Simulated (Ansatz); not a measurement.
## A film clamped to a substrate in Sn

Theory: DFT r2SCAN, scalar-relativistic, plane waves, PAW (Ansatz 0.2.0). Settings: plane waves to 500 eV, k-mesh 26×26×26 (Γ-centred), Gaussian smearing 0.15 eV. No spin polarisation. Energies are free energies at this smearing, counted from the undisturbed cell; pressure is positive in compression.

Reference structure (relaxed at this level; this form isn't the usual structure):

```yaml
crystal:
  lattice:
    - [-1.62111, 1.62111, 2.59952]
    - [1.62111, -1.62111, 2.59952]
    - [1.62111, 1.62111, -2.59952]
  atoms:
    - { symbol: Sn, position: [0.00000, 0.00000, 0.00000] }
```

The cell (1 atom, V0 = 27.33 Å³) is strained by p along both x and y and by q along z, fractional coordinates fixed. τp = (1/V0) ∂E/∂p = (σxx + σyy)(1 + p)(1 + q) and τq = (1/V0) ∂E/∂q = σzz(1 + p)², with tension positive.

| p | q | ΔE (meV/atom) | τp (GPa) | τq (GPa) |
| --- | --- | --- | --- | --- |
| 0.000 | 0.000 | 0.00 | -0.29 | 0.37 |
| -0.050 | 0.000 | 56.21 | -14.16 | -5.21 |
| 0.050 | 0.000 | 37.85 | 8.40 | 4.40 |
| 0.000 | -0.050 | 10.82 | -5.50 | -2.95 |
| 0.000 | 0.050 | 11.98 | 4.17 | 2.45 |

Q: Get the second derivatives of the energy density.

A: Central differences give A = ∂τp/∂p = 226 GPa (C11 + C22 + 2 C12), C = ∂τq/∂q = 54 GPa (C33) and the cross term B = ∂τq/∂p = 96 GPa (C13 + C23); ∂τp/∂q = 97 GPa must equal B, and any difference shows higher-order terms. Steps this large leave an error of some per cent of A or C in all of these, which can swamp a small B. The ions are clamped.

Q: A film of this crystal grows with z along the normal on a substrate that imposes p. How does its thickness respond, and what does the misfit cost?

A: Count p and q from the stress-free cell. A free surface needs τq = 0, so q = −(B/C) p = -1.78 p. The energy density left is (A − B²/C) p²/2 = M p², with the biaxial modulus M = 27.3 GPa (a small difference of large numbers, so errors of a few per cent in A, B and C become tens of per cent in M); a misfit of 1 % costs 0.47 meV/atom, against 1.92 meV/atom if the thickness were held.

In a metal these slopes depend on the k mesh and the smearing.

Cost: 17 runs of about 11 core-minutes in all, on Oxide Virtual Turin-like Processor (Zen 5) (shared hosts).

The film accommodates misfit mainly by changing shape: the thickness response of -1.78 p is close to what constant volume would require, so letting the thickness relax removes most of the elastic cost. This suggests that the tetragonal distortion is soft compared with a change of volume, as expected for a close-packed-like sp metal, where the electron gas and core repulsion resist compression while weakly directional bonding offers little resistance to a change of axial ratio.

The stresses change more in compression than in tension along both strain directions, the usual anharmonic effect of steepening repulsion. The energies for q seem to say the opposite, 10.82 against 11.98 meV/atom, but this reflects the small residual tension along z at the starting cell, not a softer response to compression. With a single atom per cell, homogeneous strain leaves no internal coordinate to relax, so clamping the ions costs no accuracy here. The positive biaxial modulus doesn't establish that this form would survive shear or transformation to white tin.
